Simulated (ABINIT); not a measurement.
Runs of ABINIT 10.8.3 (patched build) on GaP. The structure is cubic, space group F-43m (No. 216). The conventional cell has a = 5.451 Å, b = 5.451 Å, c = 5.451 Å, α = 90.00°, β = 90.00°, γ = 90.00°. Ga (site symmetry -43m) is surrounded by 4 P at 2.36 Å. P (site symmetry -43m) is surrounded by 4 Ga at 2.36 Å. 

| potentials or basis | cutoff (eV) | V0 of scaled cells (Å³/atom) | B0 (GPa) |
| --- | --- | --- | --- |
| Ansatz NC PBE | 1088 | 20.89 | 77 |
| SG15 NC PBE v1.2 | 1687 | 20.91 | 77 |
| SPMS NC PBE v1.0 | 952 | (b) | 77 |
| PseudoDojo NC SR PBE v0.4 stringent | 1551 | 20.86 | 77 |
| PseudoDojo NC SR PBE v0.5 standard | 1088 | (a) | 77 |

Alike in all rows: task equation of state; level PBE; no spin polarisation; cell as given; k mesh 6 × 6 × 6; smearing fermi-dirac 0.05 eV.

**Question.** Estimate the missing entries.

**Answer.** (a) 20.90; (b) 20.92.

Caveats: pressures at fixed basis lie under the slope of the energies.
